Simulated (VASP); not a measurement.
Input of a VASP 6.6.1 run:

INCAR

```
SYSTEM = GaP
PREC = Accurate ; ENCUT = 520
EDIFF = 1E-6 ; ISMEAR = 0
SIGMA = 0.014 ; LREAL = .FALSE.
LASPH = .TRUE. ; NELM = 60
ALGO = Fast ; ISIF = 2
LWAVE = .FALSE. ; LCHARG = .FALSE.
GGA = PE
```

Contents of KPOINTS:

```
regular mesh
0
G
  8 8 8
  0 0 0
```

The input POSCAR:

```
GaP
1.0
    0.0000000000      2.7252500000      2.7252500000
    2.7252500000      0.0000000000      2.7252500000
    2.7252500000      2.7252500000      0.0000000000
Ga P
1 1
Direct
    0.0000000000      0.0000000000      0.0000000000
    0.7500000000      0.7500000000      0.7500000000
```

Potentials or basis: VASP PAW PBE potentials, release 64 (Ga_d, P).

Run with:

```sh
$ cat potpaw_PBE.64/Ga_d/POTCAR potpaw_PBE.64/P/POTCAR > POTCAR
$ mpirun -np 1 vasp_std > vasp.out
```

(1) What does it give for the band gap on the k mesh?

(2) Estimate the pressure.

Answers

(1) 1.64 eV, indirect (least direct gap 1.83 eV).

(2) 2.4 GPa.

**The experiment to reproduce.**

From “Stacking defects in GaP nanowires: Electronic structure and optical properties”, 2018, arxiv:1810.01194, for a bulk crystal of GaP at 10 K: band gap 2.34 eV (indirect).

A measured gap of GaP is 2.34 eV (indirect; 10 K; quoted in “Stacking defects in GaP nanowires: Electronic structure and optical properties”, 2018, arxiv:1810.01194); the calculated 1.64 eV misses it by -0.70 eV. Spin-orbit coupling on Ga is left out. The value is that of PBE on a finite k mesh, which can miss the band edges, without temperature or zero-point motion. Semilocal functionals fall short of measured gaps as a rule.
